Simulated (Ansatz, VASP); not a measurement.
**BN: VASP beside Ansatz**

File INCAR:

```
SYSTEM = BN
ALGO = Normal
EDIFF = 1E-7
ENCUT = 520
GGA = PE
ISIF = 2
ISMEAR = 0
LASPH = .TRUE.
LCHARG = .TRUE.
LELF = .TRUE.
LREAL = .FALSE.
LVHAR = .TRUE.
LWAVE = .FALSE.
NBANDS = 16
NELM = 60
PREC = Accurate
SIGMA = 0.02
```

The input KPOINTS:

```
k-points
0
G
  12 12 6
  0 0 0
```

File POSCAR:

```
BN
1.0
    2.5539396017      0.0000000000      0.0000000000
   -1.2769698009      2.2117765748      0.0000000000
    0.0000000000      0.0000000000      4.2268550000
B N
2 2
Direct
    0.6666666700      0.3333333300      0.9997240000
    0.3333333300      0.6666666700      0.4997240000
    0.6666666700      0.3333333300      0.6252760000
    0.3333333300      0.6666666700      0.1252760000
```

Input for Ansatz:

```yaml
crystal:
  lattice:
    - [2.5539396017, 0.0, 0.0]
    - [-1.2769698009, 2.2117765748, 0.0]
    - [0.0, 0.0, 4.226855]
  atoms:
    - { symbol: B, position: [0.66666667, 0.33333333, 0.999724] }
    - { symbol: B, position: [0.33333333, 0.66666667, 0.499724] }
    - { symbol: "N", position: [0.66666667, 0.33333333, 0.625276] }
    - { symbol: "N", position: [0.33333333, 0.66666667, 0.125276] }
basis:
  ecutwfc: 420
kpoints:
  mp_grid: { grid: [12, 12, 6] }
hamiltonian:
  xc: pbe
scf:
  occupations: { method: gaussian, width: 0.02 }
output:
  forces: true
  stress: true
  eigenvalues: true
  populations: true
  write_density: true
  write_potential: true
  elf: true
  volumetric_format: npy
```

Alike in both runs: task single point; functional PBE; k mesh 12 × 12 × 6; occupations gaussian, width 0.02 eV; no spin polarisation.

|  | VASP | Ansatz |
| --- | --- | --- |
| version | VASP 6.6.1 | Ansatz 0.2.0 |
| potentials or method | VASP PAW PBE potentials, release 64 (B, N) | scalar-relativistic, plane waves, PAW |
| plane-wave cutoff (eV) | 520 | 420 |
| valence electrons in the cell | 16 | 16 |

|  | VASP | Ansatz | Ansatz less VASP |
| --- | --- | --- | --- |
| gap on the k mesh at the Fermi level (eV) | 5.20 | 5.21 | +0.017 |
| least direct gap on the mesh (eV) | 8.23 | 8.24 | +0.007 |
| pressure (GPa) | 0.2 | 0.0 | -0.24 |
| largest component of the traceless stress (GPa) | 0.52 | 0.48 | -0.036 |
| rms of the force components (eV/Å) | 0.008 | 0.009 | +0.0012 |

Atom by atom the forces differ by 0.001 eV/Å (rms over components). With one functional, cell and mesh, what is left measures potentials, basis and numerics.

A k mesh can miss the band edges.
